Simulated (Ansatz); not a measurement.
## Phonon dispersion of TiAl$_{3}$

Theory: Ansatz, DFT PBE, scalar-relativistic, plane waves, PAW. Plane waves to 420 eV; Γ-centred k mesh 12×12×12; Fermi-Dirac smearing of 0.15 eV. No spin polarisation. Phonons by linear response, acoustic sum rule imposed.

Relaxed structure:
```
CELL_PARAMETERS angstrom
3.98237 0.00000 0.00000
0.00000 3.98237 0.00000
0.00000 0.00000 3.98237
ATOMIC_POSITIONS crystal
Ti 0.00000 0.00000 0.00000
Al 0.50000 0.50000 0.00000
Al 0.50000 0.00000 0.50000
Al 0.00000 0.50000 0.50000
```

It was relaxed at this level from a Materials Project cell. In a metal, frequencies and elastic constants depend on the k mesh and the smearing, soft modes and shear constants most. The q mesh is coarse, so values between its points are rough.

Force constants from linear response on a 2×2×2 q mesh.

(1) Is the structure dynamically stable on the q mesh?

(2) Give the frequencies (cm⁻¹) at the zone-boundary points of high symmetry (interpolated where a point lies off the q mesh).

Results:

(1) Yes, on this mesh: no mode is imaginary.

(2)
```json
{"point": "X", "q": "0.000 0.500 0.000", "frequencies": "174 174 182 192 192 257 280 288 294 294 306 306"}
{"point": "M", "q": "0.500 0.500 0.000", "frequencies": "163 163 188 209 215 256 260 260 287 308 308 339"}
{"point": "R", "q": "0.500 0.500 0.500", "frequencies": "178 178 191 191 191 225 225 225 330 348 348 348"}
```
